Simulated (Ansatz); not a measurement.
CdIn2S4 (started from an entry of an open crystallographic database) was relaxed with 4 functionals in Ansatz, cell and atoms free, the symmetry of the start kept (meshes: PBE 4×4×4, r2SCAN 4×4×4, PBEsol 4×4×4, LDA 4×4×4). No spin polarisation and no zero-point or thermal motion.

The LDA result:
```
Cd In S
1.0
     0.00000    5.37264    5.37264
     5.37264    0.00000    5.37264
     5.37264    5.37264    0.00000
Cd In S
2 4 8
Direct
  0.00000 0.00000 0.00000
  0.25000 0.25000 0.25000
  0.62500 0.62500 0.62500
  0.12500 0.62500 0.62500
  0.62500 0.62500 0.12500
  0.62500 0.12500 0.62500
  0.38399 0.38399 0.38399
  0.40197 0.86601 0.86601
  0.38399 0.38399 0.84803
  0.86601 0.40197 0.86601
  0.84803 0.38399 0.38399
  0.86601 0.86601 0.86601
  0.38399 0.84803 0.38399
  0.86601 0.86601 0.40197
```

The symmetry is Fd-3m (No. 227, cubic); conventional cell a = 10.745 Å, 22.15 Å³ an atom. Around Cd lie 4 S at 2.49 Å; around In lie 6 S at 2.59 Å; around S lie 1 Cd at 2.49 Å and 3 In at 2.59 Å.

(1) Order the functionals by the relaxed volume, smallest first.
A. PBEsol
B. r2SCAN
C. PBE
D. LDA

(2) How does the cell change with r2SCAN?

(3) How does the cell change with PBE?

(4) Held at the r2SCAN cell, what mean stress do LDA and PBE find, and does its sign point to their own minimum?

## Answers

(1) D (22.15 Å³/atom), A (22.80 Å³/atom), B (23.24 Å³/atom), C (23.88 Å³/atom).

(2) a = 10.918 Å; the volume differs by +4.9 % from LDA's. Around Cd lie 4 S at 2.54 Å; around In lie 6 S at 2.63 Å; around S lie 1 Cd at 2.54 Å and 3 In at 2.63 Å.

(3) a = 11.017 Å; the volume differs by +7.8 % from LDA's. Around Cd lie 4 S at 2.57 Å; around In lie 6 S at 2.65 Å; around S lie 1 Cd at 2.57 Å and 3 In at 2.65 Å.

(4) Yes. LDA -3.38 GPa, and its relaxed volume is -4.7 % from r2SCAN's; PBE +1.89 GPa, and its relaxed volume is +2.8 % from r2SCAN's. Compression counts positive, so a positive stress asks for a larger cell.
